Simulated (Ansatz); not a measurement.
## BaS: band structure with PBEsol

**Experimental background.**

From a printed reference work, monograph, original work of 1988, for a bulk crystal of BaS at 2 K: band gap 3.806 eV (indirect).

BaS:

```
Ba S
1.0
     0.00000    3.19375    3.19375
     3.19375    0.00000    3.19375
     3.19375    3.19375    0.00000
Ba S
1 1
Direct
  0.00000 0.00000 0.00000
  0.50000 0.50000 0.50000
```

```json
{
  "Program": "Ansatz 0.2.0",
  "Task": "band structure",
  "Functional": "PBEsol",
  "Potentials or basis": "all-electron LAPW, scalar-relativistic",
  "Cutoff": "137 eV (chosen from the basis error)",
  "Basis error allowed": "0.001 eV/atom",
  "k mesh": "7 × 7 × 7",
  "Occupations": "fermi-dirac, width 0.05 eV",
  "Spin": "no spin polarisation"
}
```

- Pressure: -1.2 GPa
- Band gap on the k mesh: 2.14 eV, indirect (least direct gap 2.26 eV)
- Band gap along the path: 2.08 eV, indirect (least direct gap 2.19 eV)

Levels at the corners of the path, in eV from the valence-band top:
| point | band 17 | band 18 | band 19 | band 20 | band 21 | band 22 | band 23 | band 24 | band 25 | band 26 |
| --- | --- | --- | --- | --- | --- | --- | --- | --- | --- | --- |
| Γ | -10.95 | -10.28 | 0.00 | 0.00 | 0.00 | 3.50 | 3.88 | 3.88 | 3.88 | 4.83 |
| X | -11.15 | -10.19 | -0.46 | -0.11 | -0.11 | 2.08 | 5.99 | 6.02 | 7.60 | 7.60 |
| W | -11.31 | -9.62 | -1.08 | -0.44 | -0.44 | 4.20 | 4.20 | 6.32 | 6.85 | 7.62 |
| K | -11.09 | -9.66 | -0.91 | -0.56 | -0.48 | 3.23 | 5.83 | 6.61 | 6.70 | 7.25 |
| Γ | -10.95 | -10.28 | 0.00 | 0.00 | 0.00 | 3.50 | 3.88 | 3.88 | 3.88 | 4.83 |
| L | -10.99 | -9.00 | -1.91 | -1.03 | -1.03 | 5.39 | 5.56 | 6.37 | 6.37 | 7.78 |
| U | -11.09 | -9.66 | -0.91 | -0.56 | -0.48 | 3.23 | 5.83 | 6.61 | 6.70 | 7.25 |
| W | -11.31 | -9.62 | -1.08 | -0.44 | -0.44 | 4.20 | 4.20 | 6.32 | 6.85 | 7.62 |

Run time: 6.5 s on 1 thread of Arm Neoverse V2, on a shared host, peak memory 0.24 GiB.

Measured gap of BaS: 3.806 eV (indirect; 2 K; a printed reference work, monograph, original work of 1988). This calculation gives 2.08 eV (-1.72 eV). Spin-orbit coupling on Ba is left out. The value is that of PBEsol, without temperature or zero-point motion. Semilocal functionals fall short of measured gaps as a rule.

Caveat: spin-orbit coupling is left out, which moves the levels of the heavy elements.
